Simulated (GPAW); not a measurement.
# W (Pm-3n) in GPAW: notebook

One crystal, W, is run at these levels: PBEsol; tasks: relaxation of cell and atoms.

All numbers are computed with GPAW 26.7.0; they aren't measurements. Logs are shortened: lines on timing, memory, paths and dates and some standing lists are left out, and cuts for length are marked. The log counts tension as positive stress, the text compression.

### 1 The structure

The structure is cubic, space group Pm-3n (No. 223). Conventional cell: a = 5.083 Å, b = 5.083 Å, c = 5.083 Å, α = 90.00°, β = 90.00°, γ = 90.00°. W (site symmetry -4m2) is surrounded by 6 W at 2.54 to 2.84 Å. Around W (site symmetry m-3) lie 12 W at 2.84 Å.

This isn't the form of W at room conditions, which is bcc.

### 2 Relaxation of cell and atoms, PBEsol

File run.py:

```python
from ase import Atoms
from ase.filters import FrechetCellFilter
from ase.io import write
from ase.optimize import BFGS
from gpaw import GPAW, PW, setup_paths

setup_paths.insert(0, '.')

atoms = Atoms(['W', 'W', 'W', 'W', 'W', 'W', 'W', 'W'],
              cell=[[5.083, 0.0, 0.0],
                    [0.0, 5.083, 0.0],
                    [0.0, 0.0, 5.083]],
              scaled_positions=[[0.5, 0.25, 0.0],
                                [0.5, 0.75, 0.0],
                                [0.75, 0.0, 0.5],
                                [0.25, 0.0, 0.5],
                                [0.0, 0.5, 0.75],
                                [0.0, 0.5, 0.25],
                                [0.5, 0.5, 0.5],
                                [0.0, 0.0, 0.0]],
              pbc=True)

calc = GPAW(mode=PW(600),
            xc='PBEsol',
            kpts={'size': (4, 4, 4), 'gamma': True},
            occupations={'name': 'fermi-dirac', 'width': 0.05},
            nbands=94,
            convergence={'density': 1e-05, 'forces': 0.0001},
            maxiter=150,
            txt='gpaw.txt')
atoms.calc = calc
opt = BFGS(FrechetCellFilter(atoms), trajectory='relax.traj', logfile='-')
done = opt.run(fmax=0.02, steps=60)
calc.write('gs.gpw')
write('result.traj', atoms)
print('Converged:', done)
print('Cell:', atoms.cell.cellpar().round(4))
print('Volume:', round(atoms.get_volume(), 4))
print(atoms.get_scaled_positions().round(5))
```

Potentials or basis: PAW data sets generated in the run's folder for this functional, pw.

Run with:

```sh
> gpaw-setup -f PBEsol W
> OMP_NUM_THREADS=1 python run.py
```

gpaw.txt:

```text
__  _  _
 | _ |_)|_||  |
 |__||  | ||/\| - 26.7.0

Input parameters:
  mode=PW(ecut=600.0),
  convergence={'density': 1e-05, 'forces': 0.0001},
  kpts=MonkhorstPack(size=(4, 4, 4), gamma=True),
  maxiter=150,
  nbands=94,
  occupations=Occupations(name='fermi-dirac', width=0.05),
  xc=XC(name='PBEsol')

Diagonalizing LCAO Hamiltonian
Converting LCAO to pw mode
    .-----------.
   /|           |
  / |           |
 * W|           |
 |  |           |
 |  |    W      |
 | WW-----W-----.
 | /     W     /
 |/     W     /
 W-----------*

Atoms  # Å, Bohr magnetons
|   | symbol |        x |        y |        z |    initial magnetic moments |
|---|--------|----------|----------|----------|-----------------------------|
| 0 |      W | 2.541500 | 1.270750 | 0.000000 | ( 0.0000,  0.0000,  0.0000) |
| 1 |      W | 2.541500 | 3.812250 | 0.000000 | ( 0.0000,  0.0000,  0.0000) |
| 2 |      W | 3.812250 | 0.000000 | 2.541500 | ( 0.0000,  0.0000,  0.0000) |
| 3 |      W | 1.270750 | 0.000000 | 2.541500 | ( 0.0000,  0.0000,  0.0000) |
| 4 |      W | 0.000000 | 2.541500 | 3.812250 | ( 0.0000,  0.0000,  0.0000) |
| 5 |      W | 0.000000 | 2.541500 | 1.270750 | ( 0.0000,  0.0000,  0.0000) |
| 6 |      W | 2.541500 | 2.541500 | 2.541500 | ( 0.0000,  0.0000,  0.0000) |
| 7 |      W | 0.000000 | 0.000000 | 0.000000 | ( 0.0000,  0.0000,  0.0000) |

Unit cell  # Å
| periodic |        x |        y |        z |  lengths |    angles |
|----------|----------|----------|----------|----------|-----------|
|      yes | 5.083000 | 0.000000 | 0.000000 | 5.083000 | 90.000000 |
|      yes | 0.000000 | 5.083000 | 0.000000 | 5.083000 | 90.000000 |
|      yes | 0.000000 | 0.000000 | 5.083000 | 5.083000 | 90.000000 |

Number of symmetries: 24
Symmetry operations  # r_c * U_cc + t_c -> r_c
|    | kind |            matrix            |
|----|------|------------------------------|
|  0 |  E   |  1, 0, 0,  0, 1, 0,  0, 0, 1 |
|  1 |  σ   |  1, 0, 0,  0, 1, 0,  0, 0,-1 |
|  2 |  σ   |  1, 0, 0,  0,-1, 0,  0, 0, 1 |
|  3 |  C2  |  1, 0, 0,  0,-1, 0,  0, 0,-1 |
|  4 |  C3  |  0, 1, 0,  0, 0, 1,  1, 0, 0 |
|  5 |  S6  |  0, 1, 0,  0, 0, 1, -1, 0, 0 |
|  6 |  S6  |  0, 1, 0,  0, 0,-1,  1, 0, 0 |
|  7 |  C3  |  0, 1, 0,  0, 0,-1, -1, 0, 0 |
|  8 |  C3  |  0, 0, 1,  1, 0, 0,  0, 1, 0 |
[... 194 lines left out ...]
Forces  # eV/Ang
|        x |        y |        z |
|----------|----------|----------|
|  0.00000 | -0.00001 |  0.00000 |  # W    0
|  0.00000 |  0.00001 |  0.00000 |  # W    1
|  0.00001 |  0.00000 |  0.00000 |  # W    2
| -0.00001 |  0.00000 |  0.00000 |  # W    3
|  0.00000 |  0.00000 |  0.00001 |  # W    4
|  0.00000 |  0.00000 | -0.00001 |  # W    5
|  0.00000 |  0.00000 |  0.00000 |  # W    6
|  0.00000 |  0.00000 |  0.00000 |  # W    7

Interpolating wave functions to new cell
    .-----------.
[... 278 lines left out ...]
|  0 |  E   |  1, 0, 0,  0, 1, 0,  0, 0, 1 |
|  1 |  σ   |  1, 0, 0,  0, 1, 0,  0, 0,-1 |
|  2 |  σ   |  1, 0, 0,  0,-1, 0,  0, 0, 1 |
|  3 |  C2  |  1, 0, 0,  0,-1, 0,  0, 0,-1 |
|  4 |  C3  |  0, 1, 0,  0, 0, 1,  1, 0, 0 |
|  5 |  S6  |  0, 1, 0,  0, 0, 1, -1, 0, 0 |
|  6 |  S6  |  0, 1, 0,  0, 0,-1,  1, 0, 0 |
|  7 |  C3  |  0, 1, 0,  0, 0,-1, -1, 0, 0 |
|  8 |  C3  |  0, 0, 1,  1, 0, 0,  0, 1, 0 |
[... 182 lines left out ...]
No gap
No difference between direct/indirect transitions

Stress tensor  # eV/Ang^3
|         x |         y |         z |
|-----------|-----------|-----------|
| -0.002065 |  0.000000 |  0.000000 |
|  0.000000 | -0.002065 |  0.000000 |
|  0.000000 |  0.000000 | -0.002065 |

Forces  # eV/Ang
|        x |        y |        z |
|----------|----------|----------|
|  0.00000 | -0.00007 |  0.00000 |  # W    0
|  0.00000 |  0.00007 |  0.00000 |  # W    1
|  0.00007 |  0.00000 |  0.00000 |  # W    2
| -0.00007 |  0.00000 |  0.00000 |  # W    3
|  0.00000 |  0.00000 |  0.00007 |  # W    4
|  0.00000 |  0.00000 | -0.00007 |  # W    5
|  0.00000 |  0.00000 |  0.00000 |  # W    6
|  0.00000 |  0.00000 | -0.00000 |  # W    7

Interpolating wave functions to new cell

         W
               W

         WW     W
                W
              W
       W

Atoms  # Å, Bohr magnetons
|   | symbol |         x |         y |        z |    initial magnetic moments |
|---|--------|-----------|-----------|----------|-----------------------------|
| 0 |      W |  2.514183 |  1.257092 | 0.000000 | ( 0.0000,  0.0000,  0.0000) |
| 1 |      W |  2.514183 |  3.771274 | 0.000000 | ( 0.0000,  0.0000,  0.0000) |
| 2 |      W |  3.771274 |  0.000000 | 2.514183 | ( 0.0000,  0.0000,  0.0000) |
| 3 |      W |  1.257092 |  0.000000 | 2.514183 | ( 0.0000,  0.0000,  0.0000) |
| 4 |      W |  0.000000 |  2.514183 | 3.771274 | ( 0.0000,  0.0000,  0.0000) |
| 5 |      W | -0.000000 |  2.514183 | 1.257092 | ( 0.0000,  0.0000,  0.0000) |
| 6 |      W |  2.514183 |  2.514183 | 2.514183 | ( 0.0000,  0.0000,  0.0000) |
| 7 |      W | -0.000000 | -0.000000 | 0.000000 | ( 0.0000,  0.0000,  0.0000) |

Unit cell  # Å
| periodic |         x |        y |        z |  lengths |    angles |
|----------|-----------|----------|----------|----------|-----------|
|      yes |  5.028366 | 0.000000 | 0.000000 | 5.028366 | 90.000000 |
|      yes |  0.000000 | 5.028366 | 0.000000 | 5.028366 | 90.000000 |
|      yes | -0.000000 | 0.000000 | 5.028366 | 5.028366 | 90.000000 |

Number of symmetries: 24
Symmetry operations  # r_c * U_cc + t_c -> r_c
|    | kind |            matrix            |
|----|------|------------------------------|
|  0 |  E   |  1, 0, 0,  0, 1, 0,  0, 0, 1 |
|  1 |  σ   |  1, 0, 0,  0, 1, 0,  0, 0,-1 |
|  2 |  σ   |  1, 0, 0,  0,-1, 0,  0, 0, 1 |
|  3 |  C2  |  1, 0, 0,  0,-1, 0,  0, 0,-1 |
|  4 |  C3  |  0, 1, 0,  0, 0, 1,  1, 0, 0 |
|  5 |  S6  |  0, 1, 0,  0, 0, 1, -1, 0, 0 |
|  6 |  S6  |  0, 1, 0,  0, 0,-1,  1, 0, 0 |
|  7 |  C3  |  0, 1, 0,  0, 0,-1, -1, 0, 0 |
|  8 |  C3  |  0, 0, 1,  1, 0, 0,  0, 1, 0 |
[... 125 lines left out ...]
SCF iterations
|iter     | |      energy | eigst |  dens |force |
|---------|-|-------------|-------|-------|------|
|iter:   1| |  -98.670506 | -3.67 |       |      |
|iter:   2| |  -98.670478 | -5.78 | -3.32 |      |
|iter:   3| |  -98.670312c| -5.51 | -3.36 |      |
|iter:   4| |  -98.670377c| -6.78 | -4.28 |      |
|iter:   5| |  -98.670331c| -7.41c| -4.11 |      |
|iter:   6| |  -98.670330c| -8.30c| -4.71 |      |
|iter:   7| |  -98.670332c| -7.53c| -4.75 |      |
|iter:   8| |  -98.670332c| -8.47c| -5.63c|      |
|iter:   9| |  -98.670332c| -9.34c| -6.08c|-3.98 |
|iter:  10| |  -98.670333c| -9.91c| -6.59c|-5.06c|

Converged in 10 steps
Energy contributions relative to reference atoms: (reference = -3509142.169390)

Energy contributions:
  Kinetic:          52.911952
  Coulomb:         -65.368521
  Zero:             -0.270070
  External:          0.000000
  Xc:              -85.934479
  Entropy:          -0.018431
  Spinorbit:         0.000000
  ----------------------------
  Free energy:     -98.679548
  Extrapolated:    -98.670333
[... 38 lines left out ...]
Forces  # eV/Ang
|        x |        y |        z |
|----------|----------|----------|
|  0.00000 | -0.00003 |  0.00000 |  # W    0
|  0.00000 |  0.00003 | -0.00000 |  # W    1
|  0.00003 |  0.00000 |  0.00000 |  # W    2
| -0.00003 |  0.00000 |  0.00000 |  # W    3
| -0.00000 | -0.00000 |  0.00003 |  # W    4
| -0.00000 |  0.00000 | -0.00003 |  # W    5
|  0.00000 | -0.00000 |  0.00000 |  # W    6
|  0.00000 | -0.00000 |  0.00000 |  # W    7

# Writing to gs.gpw (mode='')
```

Run time: 6.6 min. Hardware: 1 thread of Arm Neoverse V2, shared host; peak memory 0.38 GiB.

What came out:

```yaml
Free_energy: -98.6795 eV
Relaxed_volume: 15.89 Å³/atom
Relaxed_cell: a = 5.028 Å, b = 5.028 Å, c = 5.028 Å, α = 90.00°, β = 90.00°, γ = 90.00°
Space_group_after_relaxing_to_0.05_Å: Pm-3n (No. 223)
Energy_gained_by_relaxing: 16.4 meV/atom
Ionic_steps: 4
Pressure_after_relaxing: 0.0 GPa
Band_gap_on_the_k_mesh: none (metal or under the smearing width)
```

The path:
```csv
step,energy change (eV),largest force (eV/Å),pressure (GPa),volume (Å³)
1,0.0000,0.0000,-9.65,131.33
2,-0.0388,0.0000,-8.17,130.64
3,-0.1310,0.0001,0.33,127.00
4,-0.1311,0.0000,-0.01,127.14
```

Final structure:
```yaml
crystal:
  lattice:
    - [5.02837, 0.00000, 0.00000]
    - [0.00000, 5.02837, 0.00000]
    - [0.00000, 0.00000, 5.02837]
  atoms:
    - { symbol: W, position: [0.50000, 0.25000, 0.00000] }
    - { symbol: W, position: [0.50000, 0.75000, 0.00000] }
    - { symbol: W, position: [0.75000, 0.00000, 0.50000] }
    - { symbol: W, position: [0.25000, 0.00000, 0.50000] }
    - { symbol: W, position: [0.00000, 0.50000, 0.75000] }
    - { symbol: W, position: [0.00000, 0.50000, 0.25000] }
    - { symbol: W, position: [0.50000, 0.50000, 0.50000] }
    - { symbol: W, position: [0.00000, 0.00000, 0.00000] }
```

Levels at points of the mesh, in eV from the Fermi level:
```
           k point  band 54  band 55  band 56  band 57  band 58  band 59
(0.00, 0.00, 0.00)    -1.64    -0.61    -0.61    -0.61     1.51     1.51
(0.50, 0.00, 0.00)    -1.27    -1.09    -1.09     0.41     0.41     0.67
(0.50, 0.50, 0.00)    -1.12    -1.12     0.14     0.14     0.16     0.42
(0.50, 0.50, 0.50)    -1.53    -1.53    -1.53     1.21     1.21     1.21
```

Caveat: later steps reuse the first step's grids. Spin-orbit coupling is left out, which matters for the levels of W.

### 3 Relaxation of cell and atoms, PBEsol, target pressure 2 GPa, at which the enthalpy is minimised

Edit run.py of step 2 so:

```diff
@@ -4,2 +4,3 @@
 from ase.optimize import BFGS
+from ase.units import GPa
 from gpaw import GPAW, PW, setup_paths
@@ -31,3 +32,3 @@
 atoms.calc = calc
-opt = BFGS(FrechetCellFilter(atoms), trajectory='relax.traj', logfile='-')
+opt = BFGS(FrechetCellFilter(atoms, scalar_pressure=2 * GPa), trajectory='relax.traj', logfile='-')
 done = opt.run(fmax=0.02, steps=60)
```

Potentials or basis: PAW data sets generated in the run's folder for this functional, pw.

Run with:

```sh
> gpaw-setup -f PBEsol W
> OMP_NUM_THREADS=1 python run.py
```

Wall time 6.6 min (1 thread of Arm Neoverse V2, shared host); peak memory 0.39 GiB.

It converged, with:

```yaml
Free_energy: -98.6746 eV
Relaxed_volume: 15.79 Å³/atom
Relaxed_cell: a = 5.018 Å, b = 5.018 Å, c = 5.018 Å, α = 90.00°, β = 90.00°, γ = 90.00°
Space_group_after_relaxing_to_0.05_Å: Pm-3n (No. 223)
Energy_change_on_relaxing_the_enthalpy_is_what_falls: -15.8 meV/atom
Ionic_steps: 4
Pressure_after_relaxing: 2.0 GPa
Band_gap_on_the_k_mesh: none (metal or under the smearing width)
```

The path:
| step | energy change (eV) | largest force (eV/Å) | pressure (GPa) | volume (Å³) |
| --- | --- | --- | --- | --- |
| 1 | 0.0000 | 0.0000 | -9.65 | 131.33 |
| 2 | -0.0460 | 0.0000 | -7.85 | 130.49 |
| 3 | -0.1239 | 0.0001 | 2.48 | 126.17 |
| 4 | -0.1265 | 0.0001 | 1.98 | 126.36 |

Final structure:
```yaml
crystal:
  lattice:
    - [5.01803, 0.00000, 0.00000]
    - [0.00000, 5.01803, 0.00000]
    - [0.00000, 0.00000, 5.01803]
  atoms:
    - { symbol: W, position: [0.50000, 0.25000, 0.00000] }
    - { symbol: W, position: [0.50000, 0.75000, 0.00000] }
    - { symbol: W, position: [0.75000, 0.00000, 0.50000] }
    - { symbol: W, position: [0.25000, 0.00000, 0.50000] }
    - { symbol: W, position: [0.00000, 0.50000, 0.75000] }
    - { symbol: W, position: [0.00000, 0.50000, 0.25000] }
    - { symbol: W, position: [0.50000, 0.50000, 0.50000] }
    - { symbol: W, position: [0.00000, 0.00000, 0.00000] }
```

Levels at points of the mesh, in eV from the Fermi level:
```
           k point  band 52  band 53  band 54  band 55  band 56  band 57  band 58  band 59  band 60  band 61
(0.00, 0.00, 0.00)    -2.17    -1.66    -1.66    -0.62    -0.62    -0.62     1.52     1.52     1.52     1.56
(0.50, 0.00, 0.00)    -1.37    -1.28    -1.28    -1.09    -1.09     0.41     0.41     0.68     0.68     1.05
(0.50, 0.50, 0.00)    -1.83    -1.43    -1.13    -1.13     0.14     0.14     0.17     0.43     0.91     0.92
(0.50, 0.50, 0.50)    -1.53    -1.53    -1.53    -1.53    -1.53     1.22     1.22     1.22     1.22     1.22
```

Caveat: later steps reuse the first step's grids. Spin-orbit coupling is left out, which matters for the levels of W.

### 4 Relaxation of cell and atoms, PBEsol, target pressure 5 GPa, at which the enthalpy is minimised

Edit run.py of step 3 so:

```diff
@@ -32,3 +32,3 @@
 atoms.calc = calc
-opt = BFGS(FrechetCellFilter(atoms, scalar_pressure=2 * GPa), trajectory='relax.traj', logfile='-')
+opt = BFGS(FrechetCellFilter(atoms, scalar_pressure=5 * GPa), trajectory='relax.traj', logfile='-')
 done = opt.run(fmax=0.02, steps=60)
```

Run with:

```sh
> gpaw-setup -f PBEsol W
> OMP_NUM_THREADS=1 python run.py
```

Run time: 6.5 min. Hardware: 1 thread of Arm Neoverse V2, shared host; peak memory 0.39 GiB.

Results (log left out):

| Property | Result |
| --- | --- |
| Free energy | -98.6500 eV |
| Relaxed volume | 15.65 Å³/atom |
| Relaxed cell | a = 5.003 Å, b = 5.003 Å, c = 5.003 Å, α = 90.00°, β = 90.00°, γ = 90.00° |
| Space group after relaxing (to 0.05 Å) | Pm-3n (No. 223) |
| Energy change on relaxing (the enthalpy is what falls) | -12.8 meV/atom |
| Ionic steps | 4 |
| Pressure after relaxing | 5.0 GPa |
| Band gap on the k mesh | none (metal or under the smearing width) |

The path:
| step | energy change (eV) | largest force (eV/Å) | pressure (GPa) | volume (Å³) |
| --- | --- | --- | --- | --- |
| 1 | 0.0000 | 0.0000 | -9.65 | 131.33 |
| 2 | -0.0563 | 0.0000 | -7.38 | 130.28 |
| 3 | -0.0930 | 0.0001 | 5.74 | 124.95 |
| 4 | -0.1024 | 0.0001 | 4.97 | 125.23 |

Final structure:
```
W
1.0
     5.00307    0.00000    0.00000
     0.00000    5.00307    0.00000
     0.00000    0.00000    5.00307
W
8
Cartesian
  2.5015 1.2508 0.0000
  2.5015 3.7523 0.0000
  3.7523 0.0000 2.5015
  1.2508 0.0000 2.5015
  0.0000 2.5015 3.7523
  0.0000 2.5015 1.2508
  2.5015 2.5015 2.5015
  0.0000 0.0000 0.0000
```

Levels at points of the mesh, in eV from the Fermi level:
```csv
k point,band 52,band 53,band 54,band 55,band 56,band 57,band 58,band 59,band 60,band 61
"(0.00, 0.00, 0.00)",-2.17,-1.67,-1.67,-0.63,-0.63,-0.63,1.53,1.53,1.53,1.58
"(0.50, 0.00, 0.00)",-1.38,-1.29,-1.29,-1.09,-1.09,0.41,0.41,0.69,0.69,1.06
"(0.50, 0.50, 0.00)",-1.84,-1.45,-1.16,-1.16,0.15,0.15,0.17,0.44,0.92,0.95
"(0.50, 0.50, 0.50)",-1.52,-1.52,-1.52,-1.52,-1.52,1.23,1.23,1.23,1.23,1.23
```

Caveat: later steps reuse the first step's grids. The run has no spin-orbit coupling, so splittings on W are missing.

### 5 Summary

| cell | target pressure | gap on the mesh (eV) | pressure (GPa) |
| --- | --- | --- | --- |
| relaxed | - | none | 0.0 |
| relaxed to 2 GPa | 2 GPa | none | 2.0 |
| relaxed to 5 GPa | 5 GPa | none | 5.0 |

Alike in all rows: task relaxation of cell and atoms; level PBEsol; potentials or basis PAW data sets generated in the run's folder for this functional, pw; no spin polarisation; k mesh 4 × 4 × 4; cutoff (eV) 600; smearing fermi-dirac 0.05 eV.

Caveats: later steps reuse the first step's grids.

Absolute energies hang on the potentials; compare differences alone.
